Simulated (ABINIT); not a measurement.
ZrB2:

```
CELL_PARAMETERS angstrom
3.17000 0.00000 0.00000
-1.58500 2.74530 0.00000
0.00000 0.00000 3.53300
ATOMIC_POSITIONS crystal
Zr 0.00000 0.00000 0.00000
B 0.66667 0.33333 0.50000
B 0.33333 0.66667 0.50000
```

Program: ABINIT 10.8.3 (patched build). Alike in all runs: cell as given; cutoff (eV) 463; smearing fermi-dirac 0.05 eV. Hardware: 1 thread of Arm Neoverse V1, on a shared host.

Question: Order these runs on this cell by their wall time, lowest first.
A. task band structure; level BP86; potentials or basis JTH PAW PBE v2.0; spin off; k mesh 10 × 10 × 8; mesh quality not flagged
B. task single point; level LDA; potentials or basis JTH PAW LDA v2.0; spin off; k mesh 4 × 4 × 3; mesh quality coarse
C. task band structure; level LDA; potentials or basis JTH PAW LDA v2.0; spin SOC, no magnetisation; k mesh 10 × 10 × 8; mesh quality not flagged
D. task single point; level PBE; potentials or basis JTH PAW PBE v2.0; spin off; k mesh 8 × 8 × 6; mesh quality not flagged

Answer: B (3.3 s), D (12 s), A (33 s), C (150 s).

Caveats: some runs use coarse meshes.

Not every run made on this cell is shown here.
